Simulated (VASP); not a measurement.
# MgB2 (P6/mmm) in VASP: further runs

One crystal, MgB2, is run at these levels: PBEsol, PBE, LDA, r2SCAN; tasks: phonons, band structure.

Everything below comes from runs of VASP 6.6.1. Logs are shortened: lines on timing, memory, paths and dates and some standing lists are left out, and cuts for length are marked.

## (1) The structure

The structure is hexagonal, space group P6/mmm (No. 191). Conventional cell: a = 3.061 Å, b = 3.061 Å, c = 3.506 Å, α = 90.00°, β = 90.00°, γ = 120.00°. Mg (site symmetry 6/mmm) has 12 B at 2.49 Å as nearest neighbours. B (site symmetry -6m2) is surrounded by 3 B at 1.77 Å.

## (2) Phonons, PBEsol

File POSCAR:

```
MgB2
1.0
    3.0605751518      0.0000000000      0.0000000000
   -1.5302875759      2.6505358317     -0.0000000000
    0.0000000000     -0.0000000000      3.5058936227
  Mg              B
     1     2
Direct
     0.0000000000000000    0.0000000000000000    0.0000000000000000
     0.3333333332999970    0.6666666667000030    0.5000000000000000
     0.6666666667000030    0.3333333332999970    0.5000000000000000
```

File INCAR.step1:

```
SYSTEM = MgB2
PREC = Accurate ; ENCUT = 600
EDIFF = 1E-8 ; ISMEAR = 1
SIGMA = 0.2 ; LREAL = .FALSE.
LASPH = .TRUE. ; NELM = 80
ALGO = Fast ; ISIF = 3
LWAVE = .FALSE. ; LCHARG = .FALSE.
GGA = PS ; KPAR = 2
IBRION = 2 ; NSW = 40
EDIFFG = -0.002
```

File INCAR.step2:

```
SYSTEM = MgB2
PREC = Accurate ; ENCUT = 600
EDIFF = 1E-8 ; ISMEAR = 1
SIGMA = 0.2 ; LREAL = .FALSE.
LASPH = .TRUE. ; NELM = 80
ALGO = Fast ; ISIF = 2
LWAVE = .FALSE. ; LCHARG = .FALSE.
GGA = PS ; KPAR = 2
IBRION = 6 ; NFREE = 2
POTIM = 0.015 ; NSW = 1
```

File KPOINTS:

```
Automatic mesh
0
G
  21 21 16
  0 0 0
```

Potentials or basis: VASP PAW PBE potentials, release 64 (Mg, B).

On the command line:

```bash
> cat potpaw_PBE.64/Mg/POTCAR potpaw_PBE.64/B/POTCAR > POTCAR
> cp INCAR.step1 INCAR
> mpirun -np 2 vasp_std > vasp.out
> cp CONTCAR POSCAR
> cp INCAR.step2 INCAR
> mpirun -np 2 vasp_std > vasp.out
```

OUTCAR:

```text
SYSTEM = MgB2
   PREC = Accurate
   ENCUT = 600
   EDIFF = 1E-8
   ISMEAR = 1
   LREAL = .FALSE.
   LASPH = .TRUE.
   NELM = 80
   ISIF = 2
   GGA = PS
   IBRION = 6
   NFREE = 2
   POTIM = 0.015
   NSW = 1

 ion  position               nearest neighbor table
   1  0.000  0.000  0.000-   2 2.49   3 2.49   2 2.49   3 2.49   3 2.49   3 2.49   2 2.49   2 2.49
                             3 2.49   3 2.49   2 2.49   2 2.49
   2  0.333  0.667  0.500-   3 1.77   3 1.77   3 1.77   1 2.49   1 2.49   1 2.49   1 2.49   1 2.49
                             1 2.49
   3  0.667  0.333  0.500-   2 1.77   2 1.77   2 1.77   1 2.49   1 2.49   1 2.49   1 2.49   1 2.49
                             1 2.49

  LATTYP: Found a hexagonal cell.
 ALAT       =     3.0644629105
 C/A-ratio  =     1.1404125666

  Lattice vectors:

 A1 = (   3.0644629105,   0.0000000000,   0.0000000000)
 A2 = (  -1.5322314553,   2.6539027295,   0.0000000000)
 A3 = (   0.0000000000,   0.0000000000,   3.4947520129)

Analysis of symmetry for initial positions (statically):
=====================================================================
 Subroutine PRICEL returns:
 Original cell was already a primitive cell.

 Routine SETGRP: Setting up the symmetry group for a
 hexagonal supercell.

 Subroutine GETGRP returns: Found 24 space group operations
 (whereof 24 operations were pure point group operations)
 out of a pool of 24 trial point group operations.

The static configuration has the point symmetry D_6h.

Analysis of symmetry for dynamics (positions and initial velocities):
=====================================================================
 Subroutine PRICEL returns:
 Original cell was already a primitive cell.

 Routine SETGRP: Setting up the symmetry group for a
 hexagonal supercell.

 Subroutine GETGRP returns: Found 24 space group operations
 (whereof 24 operations were pure point group operations)
 out of a pool of 24 trial point group operations.

The dynamic configuration has the point symmetry D_6h.

 Subroutine INISYM returns: Found 24 space group operations
 (whereof 24 operations are pure point group operations),
 and found     1 'primitive' translations

----------------------------------------------------------------------------------------

                                     Primitive cell

  volume of cell :      28.4221

  direct lattice vectors                    reciprocal lattice vectors
     3.064462911  0.000000000  0.000000000     0.326321456  0.188401781  0.000000000
    -1.532231455  2.653902730  0.000000000     0.000000000  0.376803561  0.000000000
     0.000000000  0.000000000  3.494752013     0.000000000  0.000000000  0.286143336

  length of vectors
     3.064462911  3.064462911  3.494752013     0.376803561  0.376803561  0.286143336

  position of ions in fractional coordinates (direct lattice)
     0.000000000  0.000000000  0.000000000
     0.333333333  0.666666667  0.500000000
     0.666666667  0.333333333  0.500000000

  ion indices of the primitive-cell ions
   primitive index   ion index
                 1           1
                 2           2
                 3           3

----------------------------------------------------------------------------------------

 KPOINTS: Automatic mesh

Automatic generation of k-mesh.
 Grid dimensions read from file:
 generate k-points for:   21   21   16

 Generating k-lattice:

  Cartesian coordinates                     Fractional coordinates (reciprocal lattice)
     0.015539117  0.008971513  0.000000000     0.047619048 -0.000000000  0.000000000
     0.000000000  0.017943027  0.000000000     0.000000000  0.047619048  0.000000000
     0.000000000  0.000000000  0.017883959     0.000000000  0.000000000  0.062500000

  Length of vectors
     0.017943027  0.017943027  0.017883959

  Shift w.r.t. Gamma in fractional coordinates (k-lattice)
     0.000000000  0.000000000  0.000000000

 Subroutine IBZKPT returns following result:
 ===========================================

 Found    432 irreducible k-points:

 Following reciprocal coordinates:
            Coordinates               Weight
  0.000000  0.000000  0.000000      1.000000
  0.047619 -0.000000  0.000000      6.000000
  0.095238 -0.000000  0.000000      6.000000
  0.142857 -0.000000  0.000000      6.000000
  0.190476 -0.000000  0.000000      6.000000
  0.238095 -0.000000  0.000000      6.000000
[... 16 lines left out ...]
  0.142857  0.095238  0.000000     12.000000
  0.190476  0.095238  0.000000     12.000000
 [... further k-points ...]
   k-points           NKPTS =    432   k-points in BZ     NKDIM =    432   number of bands    NBANDS=      8
   number of dos      NEDOS =    301   number of ions     NIONS =      3
   total plane-waves  NPLWV =  16128
   dimension x,y,z NGX =    24 NGY =   24 NGZ =   28
   dimension x,y,z NGXF=    48 NGYF=   48 NGZF=   56
   ions per type =               1   2
   NGX,Y,Z   is equivalent  to a cutoff of  13.02, 13.02, 13.32 a.u.
   NGXF,Y,Z  is equivalent  to a cutoff of  26.04, 26.04, 26.64 a.u.
 SYSTEM =  MgB2
   PREC   = accura    normal or accurate (medium, high low for compatibility)
   ISTART =      0    job   : 0-new  1-cont  2-samecut
   ICHARG =      2    charge: 1-file 2-atom 10-const
   ISPIN  =      1    spin polarized calculation?
   LNONCOLLINEAR =      F non collinear calculations
   LSORBIT =      F    spin-orbit coupling
   LASPH  =      T    aspherical Exc in radial PAW
   ENCUT  =  600.0 eV  44.10 Ry    6.64 a.u.   6.12  6.12  6.98*2*pi/ulx,y,z
   NELM   =     80;   NELMIN=  2; NELMDL=  0     # of ELM steps
   EDIFF  = 0.1E-07   stopping-criterion for ELM
   LREAL  =      F    real-space projection
   EDIFFG = 0.1E-06   stopping-criterion for IOM
   NSW    =     73    number of steps for IOM
   IBRION =      6    ionic relax: 0-MD 1-quasi-New 2-CG
   NFREE  =      2    steps in history (QN), initial steepest desc. (CG)
   ISIF   =      2    stress and relaxation
   ISYM   =      2    0-nonsym 1-usesym 2-fastsym
   POTIM  = 0.0150    time-step for ionic-motion
   TEBEG  =    0.0;   TEEND  =   0.0 temperature during run
   PSTRESS=    0.0 pullay stress
   NELECT =       8.0000    total number of electrons
   NUPDOWN=      -1.0000    fix difference up-down
   EMIN   =  10.00;   EMAX   =-10.00  energy-range for DOS
   EFERMI =   0.00;   METHOD = LEGACY
   ISMEAR =     1;   SIGMA  =   0.20  broadening in eV -4-tet -1-fermi 0-gaus
   EFERMI_NEDOS =   21; number of points for ismear=-14 and -15
   IALGO  =     68    algorithm
   IMIX   =      4    mixing-type and parameters
     AMIX     =   0.40;   BMIX     =  1.00
     AMIX_MAG =   1.60;   BMIX_MAG =  1.00
  volume/ion in A,a.u.               =       9.47        63.93
  Fermi-wavevector in a.u.,A,eV,Ry     =   1.072884  2.027457 15.661406  1.151081
  Thomas-Fermi vector in A             =   2.208668
   LORBIT       =      0    0 simple, 1 ext, 2 COOP (PROOUT), +10 PAW based schemes
   GGA     = PS    functional components
   LHFCALC =     F    Hartree Fock is set to
   AEXX    =    0.0000 exact exchange contribution
   IVDW    =     0    specifies the selected vdW correction
   LEPSILON=     F    determine dielectric tensor
   LRPA    =     F    only Hartree local field effects (RPA)
 finite differences with symmetry
 non-spin polarized calculation
 RMM-DIIS sequential band-by-band and
 Methfessel and Paxton  Order N= 1 SIGMA  =   0.20
  energy-cutoff  :      600.00
  volume of cell :       28.42
 maximum number of plane-waves:       972
   NGX = 13   NGY = 13   NGZ = 13

--------------------------------------- Ionic step        1  -------------------------------------------

 number of electron       8.0000000 magnetization

 Free energy of the ion-electron system (eV)
  ---------------------------------------------------
  ext. energy  EPLUGINS =         0.00000000
  ---------------------------------------------------
  free energy    TOTEN  =       -16.22546182 eV

  energy without entropy =      -16.22500266  energy(sigma->0) =      -16.22530876

------------------------ aborting loop because EDIFF is reached ----------------------------------------

  FORCE on cell =-STRESS in cart. coord.  units (eV):
  Direction    XX          YY          ZZ          XY          YZ          ZX
  --------------------------------------------------------------------------------------
  -------------------------------------------------------------------------------------
  Total        0.0002441      0.0002441      0.0005024     -0.0000000      0.0000000      0.0000000
  in kB        0.0137626      0.0137626      0.0283210     -0.0000000      0.0000000      0.0000000
  external PRESSURE =       0.0186154 kB  Pullay stress =       0.0000000 kB
[... 281 lines left out ...]
  energy  without entropy=      -16.2237384221  energy(sigma->0) =      -16.22404093

--------------------------------------- Ionic step        9  -------------------------------------------

 number of electron       8.0000000 magnetization

 Free energy of the ion-electron system (eV)
  ---------------------------------------------------
  ext. energy  EPLUGINS =         0.00000000
  ---------------------------------------------------
  free energy    TOTEN  =       -16.22419219 eV

  energy without entropy =      -16.22373841  energy(sigma->0) =      -16.22404093

 E-fermi :   5.3247     XC(G=0): -11.0790

 val. band max:        5.3236128457   @ k =   0.2857   0.2381   0.3750
 cond. band min:       5.3285949069   @ k =   0.2857   0.2857   0.1250
 fundamental gap:      0.0049820612
 Fermi energy:         5.3247044722

 k-point     1 :       0.0000    0.0000    0.0000
  band No.  band energies     occupation
      1      -7.1807      2.00000
      2       2.3852      2.00000
      3       5.7316     -0.01428
      4       5.7316     -0.01428
      5       7.0524     -0.00000
      6      11.7051      0.00000
      7      11.7051      0.00000
      8      13.6754      0.00000
[... 243 lines left out ...]
 k-point    24 :       0.1905    0.0952    0.0000
  band No.  band energies     occupation
      1      -6.0739      2.00000
      2       2.1924      2.00000
      3       3.4557      2.00000
      4       3.6048      2.00000
      5       8.1090     -0.00000
      6      11.5739      0.00000
      7      12.3181      0.00000
      8      13.6453      0.00000

 [... further k-points ...]
[... 5 lines left out ...]
  --------------------------------------------------------------------------------------
  -------------------------------------------------------------------------------------
  Total        0.0016397      0.0016397      0.0009670      0.0000000      0.0000000      0.0000000
  in kB        0.0924334      0.0924334      0.0545104      0.0000000      0.0000000      0.0000000
  external PRESSURE =       0.0797924 kB  Pullay stress =       0.0000000 kB
[... 18 lines left out ...]
  FREE ENERGIE OF THE ION-ELECTRON SYSTEM (eV)
  ---------------------------------------------------
  free  energy   TOTEN  =       -16.2241921881 eV

  energy  without entropy=      -16.2237384132  energy(sigma->0) =      -16.22404093

 INTERNAL STRAIN TENSORS FROM DISPLACED ATOMS
 ============================================

 INTERNAL STRAIN TENSOR FOR ION    1 for displacements in x,y,z  (eV/Angst):
          X           Y           Z          XY          YZ          ZX
  --------------------------------------------------------------------------------
  x     0.00000     0.00000     0.00000     0.00000     0.00000     0.00000
  y     0.00000     0.00000     0.00000     0.00000     0.00000     0.00000
  z     0.00000     0.00000     0.00000     0.00000     0.00000     0.00000

 INTERNAL STRAIN TENSOR FOR ION    3 for displacements in x,y,z  (eV/Angst):
          X           Y           Z          XY          YZ          ZX
  --------------------------------------------------------------------------------
  x     0.00000     0.00000     0.00000     3.52162     0.00000     0.00000
  y     3.52162    -3.52162     0.00000     0.00000     0.00000     0.00000
  z     0.00000     0.00000     0.00000     0.00000     0.00000     0.00000

 Eigenvectors and eigenvalues of the dynamical matrix
 ----------------------------------------------------

   1 f  =   20.731093 THz   130.257297 2PiTHz  691.514818 cm-1    85.736872 meV
             X         Y         Z           dx          dy          dz
      0.000000  0.000000  0.000000    -0.000000    0.000000   -0.000000
     -0.000000  1.769268  1.747376    -0.000000    0.000000   -0.707107
      1.532231  0.884634  1.747376     0.000000   -0.000000    0.707107

   2 f  =   17.803002 THz   111.859562 2PiTHz  593.844234 cm-1    73.627268 meV
             X         Y         Z           dx          dy          dz
      0.000000  0.000000  0.000000    -0.000000    0.000000   -0.000000
     -0.000000  1.769268  1.747376    -0.000002    0.707107   -0.000000
      1.532231  0.884634  1.747376     0.000002   -0.707107   -0.000000
[... 37 lines left out ...]
   9 f/i=    0.003169 THz     0.019910 2PiTHz    0.105700 cm-1     0.013105 meV
             X         Y         Z           dx          dy          dz
      0.000000  0.000000  0.000000     0.000000    0.000000   -0.727291
     -0.000000  1.769268  1.747376     0.000000    0.000000   -0.485308
      1.532231  0.884634  1.747376     0.000000    0.000000   -0.485308

 ELASTIC MODULI CONTR FROM IONIC RELAXATION (kBar)
 Direction    XX          YY          ZZ          XY          YZ          ZX
 --------------------------------------------------------------------------------
 XX         -99.7283     99.7283      0.0000      0.0000      0.0000      0.0000
 YY          99.7283    -99.7283      0.0000     -0.0000      0.0000      0.0000
 ZZ           0.0000      0.0000      0.0000      0.0000      0.0000      0.0000
 XY           0.0000     -0.0000      0.0000    -99.7283      0.0000      0.0000
 YZ           0.0000      0.0000      0.0000      0.0000      0.0000      0.0000
 ZX           0.0000      0.0000      0.0000      0.0000      0.0000      0.0000
 --------------------------------------------------------------------------------
```

Run time: 6.6 min. Hardware: 2 MPI ranks of AMD EPYC 9R45 (Zen 5), shared host; peak memory 1 GiB.

What came out:

| Quantity | Value |
| --- | --- |
| Relaxed volume | 9.47 Å³/atom |
| Relaxed cell | a = 3.064 Å, b = 3.064 Å, c = 3.495 Å, α = 90.00°, β = 90.00°, γ = 120.00° |
| Space group after relaxing (to 0.05 Å) | P6/mmm (No. 191) |
| Highest phonon frequency at Γ, LO-TO splitting left out | 692 cm⁻¹ |

Step by step:
| step | energy change (eV) | largest force (eV/Å) | pressure (GPa) | volume (Å³) |
| --- | --- | --- | --- | --- |
| 1 | 0.0000 | 0.0000 | 0.09 | 28.44 |
| 2 | -0.0003 | 0.0000 | -0.18 | 28.46 |
| 3 | -0.0003 | 0.0000 | -0.21 | 28.46 |
| 4 | -0.0003 | 0.0000 | 0.04 | 28.42 |
| 5 | -0.0003 | 0.0000 | 0.00 | 28.42 |

Final structure:
```cif
data_structure
_symmetry_space_group_name_H-M 'P 1'
_symmetry_Int_Tables_number 1
_cell_length_a 3.0645
_cell_length_b 3.0645
_cell_length_c 3.4948
_cell_angle_alpha 90.000
_cell_angle_beta 90.000
_cell_angle_gamma 120.000
_cell_volume 28.42
loop_
_atom_site_label
_atom_site_type_symbol
_atom_site_fract_x
_atom_site_fract_y
_atom_site_fract_z
_atom_site_occupancy
Mg1 Mg 0.00000 0.00000 0.00000 1
B1 B 0.33333 0.66667 0.50000 1
B2 B 0.66667 0.33333 0.50000 1
```

Phonon frequencies in cm⁻¹ (negative: imaginary):
```
              q point                    frequencies
(0.000, 0.000, 0.000)  0 0 0 343 343 411 594 594 692
```

Caveat: the PAW data sets were made with another functional, which shifts forces and pressure a little.

## (3) Band structure, PBE

File INCAR:

```
SYSTEM = MgB2
ALGO = Normal ; EDIFF = 1E-6
ENCUT = 520 ; GGA = PE
ISIF = 2 ; ISMEAR = 1
LASPH = .TRUE. ; LCHARG = .FALSE.
LREAL = .FALSE. ; LWAVE = .FALSE.
NELM = 80 ; PREC = Accurate
SIGMA = 0.1
```

File KPOINTS:

```
k-points
0
G
  15 15 10
  0 0 0
```

File POSCAR:

```
MgB2                                    
1.0
    3.0605751513     -0.0000000000     -0.0000000000
   -1.5302875757      2.6505358313      0.0000000000
   -0.0000000000     -0.0000000000      3.5058936228
  Mg              B             
     1     2
Direct
     0.0000000000000000    0.0000000000000000    0.0000000000000000
     0.3333333332999970    0.6666666667000030    0.5000000000000000
     0.6666666667000030    0.3333333332999970    0.5000000000000000
```

File KPOINTS_OPT:

```
explicit points
168
Reciprocal
 0.0000000000  0.0000000000  0.0000000000 1
 0.0555555556  0.0000000000  0.0000000000 1
 0.1111111111  0.0000000000  0.0000000000 1
 0.1666666667  0.0000000000  0.0000000000 1
 0.2222222222  0.0000000000  0.0000000000 1
 0.2777777778  0.0000000000  0.0000000000 1
[... 160 lines left out ...]
 0.5000000000  0.0000000000  0.0196246000 1
 0.5000000000  0.0000000000 -0.0196246000 1
```

Potentials or basis: VASP PAW PBE potentials, release 64 (Mg, B).

On the command line:

```bash
> cat potpaw_PBE.64/Mg/POTCAR potpaw_PBE.64/B/POTCAR > POTCAR
> mpirun -np 1 vasp_std > vasp.out
```

Run time: 16 s. Hardware: 1 thread of Intel Xeon 6975P-C (Granite Rapids), shared host; peak memory 0.2 GiB.

The run converged. Its results:

* Free energy: -15.3216 eV
* Pressure: 2.0 GPa
* Band gap along the path: none (metal or under the smearing width)

Stress tensor (GPa, compression positive):
```
1.89 0.00 0.00
0.00 1.89 0.00
0.00 0.00 2.10
```

Levels at the corners of the path, in eV from the Fermi level:
| point | band 1 | band 2 | band 3 | band 4 | band 5 | band 6 | band 7 | band 8 |
| --- | --- | --- | --- | --- | --- | --- | --- | --- |
| Γ | -12.50 | -2.96 | 0.42 | 0.42 | 1.71 | 6.46 | 6.46 | 8.40 |
| M | -8.55 | -7.87 | -2.15 | 0.23 | 3.15 | 3.99 | 5.44 | 7.31 |
| M | -8.55 | -7.87 | -2.15 | 0.23 | 3.15 | 3.99 | 5.44 | 7.31 |
| K | -7.27 | -7.27 | -5.89 | 1.84 | 1.84 | 6.28 | 6.28 | 8.94 |
| K | -7.27 | -7.27 | -5.89 | 1.84 | 1.84 | 6.28 | 6.28 | 8.94 |
| Γ | -12.50 | -2.96 | 0.42 | 0.42 | 1.71 | 6.46 | 6.46 | 8.40 |
| Γ | -12.50 | -2.96 | 0.42 | 0.42 | 1.71 | 6.46 | 6.46 | 8.40 |
| A | -11.21 | -7.48 | 0.80 | 0.80 | 6.77 | 6.77 | 8.15 | 10.10 |
| A | -11.21 | -7.48 | 0.80 | 0.80 | 6.77 | 6.77 | 8.15 | 10.12 |
| L | -7.57 | -6.96 | -3.56 | -1.87 | -1.25 | 5.90 | 9.01 | 9.11 |
| L | -7.57 | -6.96 | -3.56 | -1.87 | -1.25 | 5.90 | 9.01 | 9.11 |
| H | -6.37 | -6.37 | -5.22 | -1.98 | -1.98 | 3.72 | 11.92 | 12.18 |
| H | -6.37 | -6.37 | -5.22 | -1.98 | -1.98 | 3.72 | 11.88 | 12.18 |
| A | -11.21 | -7.48 | 0.80 | 0.80 | 6.77 | 6.77 | 8.15 | 10.11 |
| L | -7.57 | -6.96 | -3.56 | -1.87 | -1.25 | 5.90 | 9.01 | 9.11 |
| M | -8.55 | -7.87 | -2.15 | 0.23 | 3.15 | 3.99 | 5.44 | 7.31 |
| K | -7.27 | -7.27 | -5.89 | 1.84 | 1.84 | 6.28 | 6.28 | 8.94 |
| H | -6.37 | -6.37 | -5.22 | -1.98 | -1.98 | 3.72 | 11.86 | 12.18 |

[end of part 1 of 2]
